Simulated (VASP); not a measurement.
# Ag (Fm-3m) in VASP: a series of runs

Aim: see how the results for Ag move with the level of theory and the settings. Levels: r2SCANh, PBEsol0, PBE+D3(BJ). Tasks: band structure, equation of state.

Program: VASP 6.6.1. These are calculated values, not measurements. Logs are shortened: lines on timing, memory, paths and dates and some standing lists are left out, and cuts for length are marked.

## 1. Starting point

The structure is cubic, space group Fm-3m (No. 225). Conventional cell: a = 4.085 Å, b = 4.085 Å, c = 4.085 Å, α = 90.00°, β = 90.00°, γ = 90.00°. Ag (site symmetry m-3m) has 12 Ag at 2.89 Å as nearest neighbours.

## 2. Band structure, r2SCANh

The input, POSCAR:

```
Ag
1.0
    0.0000000000      2.0427500000      2.0427500000
    2.0427500000      0.0000000000      2.0427500000
    2.0427500000      2.0427500000      0.0000000000
Ag
1
Direct
    0.0000000000      0.0000000000      0.0000000000
```

The input, INCAR.step1:

```
PREC = Accurate ; ENCUT = 520
EDIFF = 1E-5 ; ISMEAR = -1
SIGMA = 0.05 ; LREAL = False
LASPH = True ; NELM = 60
ALGO = Normal ; ISIF = 2
LWAVE = True ; LCHARG = False
LMAXMIX = 4 ; GGA = PE
```

The input, INCAR.step2:

```
PREC = Accurate ; ENCUT = 520
EDIFF = 1E-6 ; ISMEAR = -1
SIGMA = 0.05 ; LREAL = False
LASPH = True ; NELM = 60
ALGO = Normal ; ISIF = 2
LWAVE = False ; LCHARG = False
LMAXMIX = 4 ; METAGGA = R2SCAN
LHFCALC = True ; AEXX = 0.1
LMIXTAU = True ; PRECFOCK = Normal
ISTART = 1
```

The input, KPOINTS:

```
Automatic mesh
0
Gamma
  6 6 6
```

The input, KPOINTS_OPT:

```
path GXWKGLUWLK,UX
12
line-mode
reciprocal
 0.0000000000  0.0000000000  0.0000000000  G
 0.5000000000  0.0000000000  0.5000000000  X

 0.5000000000  0.0000000000  0.5000000000  X
 0.5000000000  0.2500000000  0.7500000000  W

 0.5000000000  0.2500000000  0.7500000000  W
 0.3750000000  0.3750000000  0.7500000000  K

 0.3750000000  0.3750000000  0.7500000000  K
 0.0000000000  0.0000000000  0.0000000000  G

 0.0000000000  0.0000000000  0.0000000000  G
 0.5000000000  0.5000000000  0.5000000000  L

 0.5000000000  0.5000000000  0.5000000000  L
 0.6250000000  0.2500000000  0.6250000000  U

 0.6250000000  0.2500000000  0.6250000000  U
 0.5000000000  0.2500000000  0.7500000000  W

 0.5000000000  0.2500000000  0.7500000000  W
 0.5000000000  0.5000000000  0.5000000000  L

 0.5000000000  0.5000000000  0.5000000000  L
 0.3750000000  0.3750000000  0.7500000000  K

 0.6250000000  0.2500000000  0.6250000000  U
 0.5000000000  0.0000000000  0.5000000000  X
```

Potentials or basis: VASP PAW PBE potentials, release 64 (Ag).

Command:

```
$ cat potpaw_PBE.64/Ag/POTCAR > POTCAR
$ cp INCAR.step1 INCAR
$ mpirun -np 1 vasp_std > vasp.out
$ cp INCAR.step2 INCAR
$ mpirun -np 1 vasp_std > vasp.out
```

OUTCAR:

```text
PREC = Accurate
   ENCUT = 520
   EDIFF = 1E-6
   ISMEAR = -1
   LREAL = False
   LASPH = True
   NELM = 60
   ISIF = 2
   METAGGA = R2SCAN
   LHFCALC = True
   AEXX = 0.1
   PRECFOCK = Normal
   ISTART = 1

 ion  position               nearest neighbor table
   1  0.000  0.000  0.000-

  LATTYP: Found a face centered cubic cell.
 ALAT       =     4.0855000000

  Lattice vectors:

 A1 = (   0.0000000000,   2.0427500000,   2.0427500000)
 A2 = (   2.0427500000,   0.0000000000,   2.0427500000)
 A3 = (   2.0427500000,   2.0427500000,   0.0000000000)

Analysis of symmetry for initial positions (statically):
=====================================================================
 Subroutine PRICEL returns:
 Original cell was already a primitive cell.

 Routine SETGRP: Setting up the symmetry group for a
 face centered cubic supercell.

 Subroutine GETGRP returns: Found 48 space group operations
 (whereof 48 operations were pure point group operations)
 out of a pool of 48 trial point group operations.

The static configuration has the point symmetry O_h .

Analysis of symmetry for dynamics (positions and initial velocities):
=====================================================================
 Subroutine PRICEL returns:
 Original cell was already a primitive cell.

 Routine SETGRP: Setting up the symmetry group for a
 face centered cubic supercell.

 Subroutine GETGRP returns: Found 48 space group operations
 (whereof 48 operations were pure point group operations)
 out of a pool of 48 trial point group operations.

The dynamic configuration has the point symmetry O_h .

 Subroutine INISYM returns: Found 48 space group operations
 (whereof 48 operations are pure point group operations),
 and found     1 'primitive' translations

----------------------------------------------------------------------------------------

                                     Primitive cell

  volume of cell :      17.0481

  direct lattice vectors                    reciprocal lattice vectors
     0.000000000  2.042750000  2.042750000    -0.244768082  0.244768082  0.244768082
     2.042750000  0.000000000  2.042750000     0.244768082 -0.244768082  0.244768082
     2.042750000  2.042750000  0.000000000     0.244768082  0.244768082 -0.244768082

  length of vectors
     2.888884755  2.888884755  2.888884755     0.423950755  0.423950755  0.423950755

  position of ions in fractional coordinates (direct lattice)
     0.000000000  0.000000000  0.000000000

  ion indices of the primitive-cell ions
   primitive index   ion index
                 1           1

----------------------------------------------------------------------------------------

 KPOINTS: Automatic mesh

Automatic generation of k-mesh.
 Grid dimensions read from file:
 generate k-points for:    6    6    6

 Generating k-lattice:

  Cartesian coordinates                     Fractional coordinates (reciprocal lattice)
    -0.040794680  0.040794680  0.040794680     0.166666667  0.000000000  0.000000000
     0.040794680 -0.040794680  0.040794680     0.000000000  0.166666667  0.000000000
     0.040794680  0.040794680 -0.040794680     0.000000000  0.000000000  0.166666667

  Length of vectors
     0.070658459  0.070658459  0.070658459

  Shift w.r.t. Gamma in fractional coordinates (k-lattice)
     0.000000000  0.000000000  0.000000000

 Subroutine IBZKPT returns following result:
 ===========================================

 Found     16 irreducible k-points:

 Following reciprocal coordinates:
            Coordinates               Weight
  0.000000  0.000000  0.000000      1.000000
  0.166667  0.000000  0.000000      8.000000
  0.333333  0.000000  0.000000      8.000000
  0.500000  0.000000  0.000000      4.000000
  0.166667  0.166667  0.000000      6.000000
  0.333333  0.166667  0.000000     24.000000
[... 8 lines left out ...]
 -0.333333  0.333333  0.166667     24.000000
 -0.333333  0.500000  0.166667     12.000000
   k-points           NKPTS =     16   k-points in BZ     NKDIM =    216   number of bands    NBANDS=      9
   number of dos      NEDOS =    301   number of ions     NIONS =      1
   total plane-waves  NPLWV =  13824
   dimension x,y,z NGX =    24 NGY =   24 NGZ =   24
   dimension x,y,z NGXF=    48 NGYF=   48 NGZF=   48
   ions per type =               1
   NGX,Y,Z   is equivalent  to a cutoff of  13.81, 13.81, 13.81 a.u.
   NGXF,Y,Z  is equivalent  to a cutoff of  27.62, 27.62, 27.62 a.u.
 SYSTEM =  unknown system
   PREC   = accura    normal or accurate (medium, high low for compatibility)
   ISTART =      1    job   : 0-new  1-cont  2-samecut
   ICHARG =      0    charge: 1-file 2-atom 10-const
   ISPIN  =      1    spin polarized calculation?
   LNONCOLLINEAR =      F non collinear calculations
   LSORBIT =      F    spin-orbit coupling
   LASPH  =      T    aspherical Exc in radial PAW
   ENCUT  =  520.0 eV  38.22 Ry    6.18 a.u.   5.37  5.37  5.37*2*pi/ulx,y,z
   NELM   =     60;   NELMIN=  2; NELMDL=  0     # of ELM steps
   EDIFF  = 0.1E-05   stopping-criterion for ELM
   LREAL  =      F    real-space projection
   EDIFFG = 0.1E-04   stopping-criterion for IOM
   NSW    =      0    number of steps for IOM
   IBRION =     -1    ionic relax: 0-MD 1-quasi-New 2-CG
   NFREE  =      0    steps in history (QN), initial steepest desc. (CG)
   ISIF   =      2    stress and relaxation
   ISYM   =      3    0-nonsym 1-usesym 2-fastsym
   POTIM  = 0.5000    time-step for ionic-motion
   TEBEG  =    0.0;   TEEND  =   0.0 temperature during run
   PSTRESS=    0.0 pullay stress
   NELECT =      11.0000    total number of electrons
   NUPDOWN=      -1.0000    fix difference up-down
   EMIN   =  10.00;   EMAX   =-10.00  energy-range for DOS
   EFERMI =   0.00;   METHOD = LEGACY
   ISMEAR =    -1;   SIGMA  =   0.05  broadening in eV -4-tet -1-fermi 0-gaus
   EFERMI_NEDOS =   21; number of points for ismear=-14 and -15
   IALGO  =     38    algorithm
   IMIX   =      1    mixing-type and parameters
     AMIX     =   0.40;   BMIX     =  1.00
     AMIX_MAG =   1.60;   BMIX_MAG =  1.00
  volume/ion in A,a.u.               =      17.05       115.05
  Fermi-wavevector in a.u.,A,eV,Ry     =   1.414644  2.673290 27.228221  2.001218
  Thomas-Fermi vector in A             =   2.536165
   LORBIT       =      0    0 simple, 1 ext, 2 COOP (PROOUT), +10 PAW based schemes
   METAGGA = R2SCAN    functional components
   LHFCALC =     T    Hartree Fock is set to
   PRECFOCK=normal    Normal, Fast or Accurate (Low or Medium for compatibility)
   ENCUT4O =  -1.0   cutoff for four orbital integrals eV
   NKREDX  =     1    reduce k-point grid by
   NKREDY  =     1    reduce k-point grid by
   NKREDZ  =     1    reduce k-point grid by
   AEXX    =    0.1000 exact exchange contribution
   HFSCREEN=    0.0000 screening length (either q_TF or 0.3 A-1)
   HFSCREENC=   0.0000 screening length for correlation (either q_TF or 0.3 A-1)
   ENCUTFOCK=  -1.0 apply spherical cutoff to Coloumb kernel
   IVDW    =     0    specifies the selected vdW correction
   LEPSILON=     F    determine dielectric tensor
   LRPA    =     F    only Hartree local field effects (RPA)
 non-spin polarized calculation
  energy-cutoff  :      520.00
  volume of cell :       17.05
 maximum number of plane-waves:       471
 NGX is ok and might be reduce to    24
  NGX = 18; NGY = 18; NGZ = 18

 number of electron      10.9999999 magnetization

 Free energy of the ion-electron system (eV)
  ---------------------------------------------------
  ext. energy  EPLUGINS =         0.00000000
  ---------------------------------------------------
  free energy    TOTEN  =       -19.58206572 eV

  energy without entropy =      -19.57452025  energy(sigma->0) =      -19.57829299

 E-fermi :   8.1053     XC(G=0): -11.7813

 val. band max:        8.0789217701   @ k =   0.5000   0.3333   0.1667
 cond. band min:       9.1249142123   @ k =   0.5000   0.1667   0.0000
 fundamental gap:      1.0459924422
 Fermi energy:         8.1053418929

 k-point     1 :       0.0000    0.0000    0.0000
  band No.  band energies     occupation
      1      -0.0874      2.00000
      2       2.5813      2.00000
      3       2.5813      2.00000
      4       2.5813      2.00000
      5       3.6424      2.00000
      6       3.6424      2.00000
      7      25.5030      0.00000
      8      29.2825      0.00000
      9      29.2825      0.00000

 k-point     2 :       0.1667    0.0000    0.0000
  band No.  band energies     occupation
      1       0.7497      2.00000
      2       2.5136      2.00000
      3       2.7654      2.00000
      4       2.7654      2.00000
      5       3.6198      2.00000
      6       3.6198      2.00000
      7      23.7125      0.00000
      8      26.4386      0.00000
      9      29.5075      0.00000

 k-point     3 :       0.3333    0.0000    0.0000
  band No.  band energies     occupation
      1       1.1859      2.00000
      2       2.6916      2.00000
      3       2.6916      2.00000
      4       4.1071      2.00000
      5       4.1071      2.00000
      6       4.6109      2.00000
      7      17.0936      0.00000
      8      25.4559      0.00000
      9      28.6423      0.00000

 k-point     4 :       0.5000    0.0000    0.0000
  band No.  band energies     occupation
      1       1.0046      2.00000
      2       2.5512      2.00000
      3       2.5512      2.00000
      4       4.5080      2.00000
      5       4.5080      2.00000
      6       7.9208      1.95132
      7      12.4404      0.00000
      8      24.6975      0.00000
      9      27.5669      0.00000
[... 109 lines left out ...]
 k-point    14 :       0.5000    0.3333    0.1667
  band No.  band energies     occupation
      1       1.8419      2.00000
      2       1.9646      2.00000
      3       2.6579      2.00000
      4       3.8914      2.00000
      5       4.0596      2.00000
      6       8.0789      1.25822
      7      18.8216      0.00000
      8      18.8378      0.00000
      9      22.3108      0.00000

 k-point    15 :      -0.3333    0.3333    0.1667
  band No.  band energies     occupation
      1       1.8996      2.00000
      2       1.9988      2.00000
      3       2.6765      2.00000
      4       3.5378      2.00000
      5       4.4771      2.00000
      6      12.4726      0.00000
      7      13.3329      0.00000
      8      19.5046      0.00000
      9      20.0522      0.00000

 k-point    16 :      -0.3333    0.5000    0.1667
  band No.  band energies     occupation
      1       1.4336      2.00000
      2       1.6147      2.00000
      3       3.2743      2.00000
      4       3.9219      2.00000
      5       4.7408      2.00000
      6      12.8539      0.00000
      7      16.0103      0.00000
      8      17.1619      0.00000
      9      17.8684      0.00000

------------------------ aborting loop because EDIFF is reached ----------------------------------------

  FORCE on cell =-STRESS in cart. coord.  units (eV):
  Direction    XX          YY          ZZ          XY          YZ          ZX
  --------------------------------------------------------------------------------------
  -------------------------------------------------------------------------------------
  Total        0.2796472      0.2796472      0.2796472      0.0000000      0.0000000     -0.0000000
  in kB       26.2812173     26.2812173     26.2812173      0.0000000      0.0000000     -0.0000000
  external PRESSURE =      26.2812173 kB  Pullay stress =       0.0000000 kB

 VOLUME and BASIS-vectors are now :
 -----------------------------------------------------------------------------
  energy-cutoff  :      520.00
  volume of cell :       17.05
      direct lattice vectors                 reciprocal lattice vectors
     0.000000000  2.042750000  2.042750000    -0.244768082  0.244768082  0.244768082
     2.042750000  0.000000000  2.042750000     0.244768082 -0.244768082  0.244768082
     2.042750000  2.042750000  0.000000000     0.244768082  0.244768082 -0.244768082

 POSITION                                       TOTAL-FORCE (eV/Angst)
 -----------------------------------------------------------------------------------
      0.00000      0.00000      0.00000         0.000000      0.000000     -0.000000
 -----------------------------------------------------------------------------------
    total drift:                               -0.000000      0.000000     -0.000000

  FREE ENERGIE OF THE ION-ELECTRON SYSTEM (eV)
  ---------------------------------------------------
  free  energy   TOTEN  =       -19.5820657178 eV

  energy  without entropy=      -19.5745202535  energy(sigma->0) =      -19.57829299
```

Run time: 30 min. Hardware: 1 thread of Intel Xeon 6975P-C (Granite Rapids), shared host; peak memory 0.17 GiB.

What came out:

```yaml
Free_energy: -19.5821 eV
Pressure: 2.6 GPa
```

Levels at the corners of the path, in eV from the Fermi level:
| point | band 1 | band 2 | band 3 | band 4 | band 5 | band 6 | band 7 | band 8 | band 9 |
| --- | --- | --- | --- | --- | --- | --- | --- | --- | --- |
| Γ | -8.19 | -5.52 | -5.52 | -5.52 | -4.46 | -4.46 | 17.40 | 21.18 | 21.18 |
| X | -7.21 | -7.09 | -3.65 | -3.36 | -3.36 | 2.28 | 7.69 | 11.90 | 11.90 |
| X | -7.21 | -7.09 | -3.65 | -3.36 | -3.36 | 2.28 | 7.69 | 11.90 | 11.90 |
| W | -6.29 | -5.64 | -5.64 | -4.29 | -3.23 | 6.86 | 6.86 | 8.09 | 9.13 |
| W | -6.29 | -5.64 | -5.64 | -4.29 | -3.23 | 6.86 | 6.86 | 8.09 | 9.13 |
| K | -6.68 | -6.21 | -4.62 | -4.13 | -3.58 | 5.08 | 6.15 | 8.11 | 14.09 |
| K | -6.68 | -6.21 | -4.62 | -4.13 | -3.58 | 5.08 | 6.15 | 8.11 | 14.09 |
| Γ | -8.19 | -5.52 | -5.52 | -5.52 | -4.46 | -4.46 | 17.40 | 21.18 | 21.18 |
| Γ | -8.19 | -5.52 | -5.52 | -5.52 | -4.46 | -4.46 | 17.40 | 21.18 | 21.18 |
| L | -7.10 | -5.55 | -5.55 | -3.60 | -3.60 | -0.18 | 4.34 | 16.59 | 19.46 |
| L | -7.10 | -5.55 | -5.55 | -3.60 | -3.60 | -0.18 | 4.34 | 16.59 | 19.46 |
| U | -6.68 | -6.21 | -4.62 | -4.13 | -3.58 | 5.08 | 6.15 | 8.11 | 14.09 |
| U | -6.68 | -6.21 | -4.62 | -4.13 | -3.58 | 5.08 | 6.15 | 8.11 | 14.09 |
| W | -6.29 | -5.64 | -5.64 | -4.29 | -3.23 | 6.86 | 6.86 | 8.09 | 9.13 |
| W | -6.29 | -5.64 | -5.64 | -4.29 | -3.23 | 6.86 | 6.86 | 8.09 | 9.13 |
| L | -7.10 | -5.55 | -5.55 | -3.60 | -3.60 | -0.18 | 4.34 | 16.59 | 19.46 |
| L | -7.10 | -5.55 | -5.55 | -3.60 | -3.60 | -0.18 | 4.34 | 16.59 | 19.46 |
| K | -6.68 | -6.21 | -4.62 | -4.13 | -3.58 | 5.08 | 6.15 | 8.11 | 14.09 |
| U | -6.68 | -6.21 | -4.62 | -4.13 | -3.58 | 5.08 | 6.15 | 8.11 | 14.09 |
| X | -7.21 | -7.09 | -3.65 | -3.36 | -3.36 | 2.28 | 7.69 | 11.90 | 11.90 |

Caveat: the k mesh is coarse (spacing up to 0.44 Å⁻¹), so the values aren't converged, least of all with exact exchange; an unscreened hybrid on a path of extra k points without a Coulomb cutoff has errors near the mesh points, so the bands along the path aren't reliable; the PAW data sets were made with another functional, which shifts forces and pressure a little.

(Continued in part 2 of 2.)
